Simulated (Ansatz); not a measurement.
Li2O:
```
CELL_PARAMETERS angstrom
      0.00000     2.28637     2.28637
      2.28637     0.00000     2.28637
      2.28637     2.28637     0.00000
ATOMIC_POSITIONS crystal
  O  0.00000 0.00000 0.00000
  Li 0.25000 0.25000 0.25000
  Li 0.75000 0.75000 0.75000
```

Relaxed with r²SCAN.

### Question
Give the optical modes at the zone centre with their infrared and Raman activity from DFPT, DFT-r²SCAN in the program Ansatz with PAW potentials.

### Answer
Transverse frequencies, without the LO–TO term; a row sums one degenerate level.

```csv
ω (cm⁻¹),degeneracy,IR ((D/Å)²/amu),Raman (Å⁴/amu),activity,symmetry
459,3,30.12,0,IR,T1u
546,3,0.00,4.6,Raman,T2g
```

### Question
How high does the top mode go among those that the LO–TO term moves?

### Answer
734 cm⁻¹ for q along x.

Space group Fm-3m (anti-fluorite). Symmetry was held in the r²SCAN relaxation; phonons on a q-mesh show no instability.

Potentials: the later of the program's two PAW sets.
